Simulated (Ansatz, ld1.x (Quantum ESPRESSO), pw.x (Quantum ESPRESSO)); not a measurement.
pw.x on diamond B: one setting changed

Potential: PAW, ld1.x (Quantum ESPRESSO) 7.5, PBE; core [He], reference 2s2 2p1; waves: 2s (bound): rcut 0.90, rcutus 1.20 bohr; 2s channel at -0.15 Ry: rcut 0.90, rcutus 1.20 bohr; 2p (bound): rcut 2.40, rcutus 2.60 bohr; 2p channel at 4.05 Ry: rcut 2.40, rcutus 2.60 bohr; 3d channel at 0.05 Ry: rcut 1.70, rcutus 1.95 bohr; local part: all-electron potential smoothed inside 1.25 bohr (lloc = -2); core correction: none; augmentation: PSQ, inside the norm-conserving radii.

The reference run (k-mesh 11³, cutoffs 40/460 Ry, Fermi–Dirac 0.01 Ry, mixing_beta 0.4, conv_thr 1e-9, no spin) gives 1.27 GPa at 8.315 Å³/atom, where all-electron LAPW gives 0.11 GPa. This run, with its own iteration cap, changes ecutrho/ecutwfc to 2.

```
&control
  calculation='scf', prefix='x', pseudo_dir='./', outdir='./tmp', tstress=.true., disk_io='none'
/
&system
  ibrav=0, nat=2, ntyp=1, ecutwfc=40, ecutrho=80, nbnd=10,
  occupations='smearing', smearing='fd', degauss=0.01
/
&electrons
  conv_thr=1e-09, mixing_beta=0.4, electron_maxstep=70
/
ATOMIC_SPECIES
B 1.0 B.UPF
CELL_PARAMETERS angstrom
  0.00000000 2.02591281 2.02591281
  2.02591281 0.00000000 2.02591281
  2.02591281 2.02591281 0.00000000
ATOMIC_POSITIONS crystal
B 0.0000 0.0000 0.0000
B 0.2500 0.2500 0.2500
K_POINTS automatic
11 11 11 0 0 0
```

```bash
pw.x < B.scf.in > B.scf.out
```

How does the run end?

It converges in 9 iterations; the free energy moves by -22.9 meV/atom and the pressure by +1.22 GPa. Below 4 the density is truncated and F is no longer variational, so a small shift in one case is no licence.

```
Message from routine set_cutoff:
     ecutrho < 4*ecutwfc, are you sure?
     Message from routine setup:
     using ibrav=0 with symmetry is DISCOURAGED, use correct ibrav instead
     lattice parameter (alat)  =       5.4142  a.u.
     unit-cell volume          =     112.2248 (a.u.)^3
     number of electrons       =         6.00
     number of Kohn-Sham states=           10
     kinetic-energy cutoff     =      40.0000  Ry
     charge density cutoff     =      80.0000  Ry
     scf convergence threshold =      1.0E-09
     Exchange-correlation= SLA  PW   PBX  PBC
     number of k points=    56  Fermi-Dirac smearing, width (Ry)=  0.0100
     iteration #  1     ecut=    40.00 Ry     beta= 0.40
     total energy              =     -22.78783558 Ry
     estimated scf accuracy    <       0.03984048 Ry
     iteration #  2     ecut=    40.00 Ry     beta= 0.40
     total energy              =     -22.78852690 Ry
     estimated scf accuracy    <       0.01055912 Ry
     iteration #  3     ecut=    40.00 Ry     beta= 0.40
     total energy              =     -22.78986747 Ry
     estimated scf accuracy    <       0.00004763 Ry
     iteration #  4     ecut=    40.00 Ry     beta= 0.40
     c_bands:  1 eigenvalues not converged
     total energy              =     -22.79012136 Ry
     estimated scf accuracy    <       0.00000648 Ry
     iteration #  5     ecut=    40.00 Ry     beta= 0.40
     total energy              =     -22.79012830 Ry
     estimated scf accuracy    <       0.00000059 Ry
     iteration #  6     ecut=    40.00 Ry     beta= 0.40
     total energy              =     -22.79012942 Ry
     estimated scf accuracy    <       0.00000002 Ry
     iteration #  7     ecut=    40.00 Ry     beta= 0.40
     total energy              =     -22.79012944 Ry
     estimated scf accuracy    <          8.4E-09 Ry
     iteration #  8     ecut=    40.00 Ry     beta= 0.40
     total energy              =     -22.79012943 Ry
     estimated scf accuracy    <          2.0E-09 Ry
     iteration #  9     ecut=    40.00 Ry     beta= 0.40
     the Fermi energy is     6.3979 ev
!    total energy              =     -22.79012943 Ry
     estimated scf accuracy    <          1.3E-11 Ry
     smearing contrib. (-TS)   =      -0.00441883 Ry
     The total energy is F=E-TS. E is the sum of the following terms:
     one-electron contribution =       5.44313912 Ry
     hartree contribution      =       0.62468155 Ry
     xc contribution           =      -4.19218897 Ry
     ewald contribution        =     -12.66349511 Ry
     one-center paw contrib.   =     -11.99784719 Ry
     convergence has been achieved in   9 iterations
          total   stress  (Ry/bohr**3)                   (kbar)     P=       24.91
     Message from routine punch:
     Nothing written, as per user request (disk_io='none')
```

The run took about 4.9 s on one core of a shared host (Neoverse-V2, 96 threads, 742 GiB, load 61).
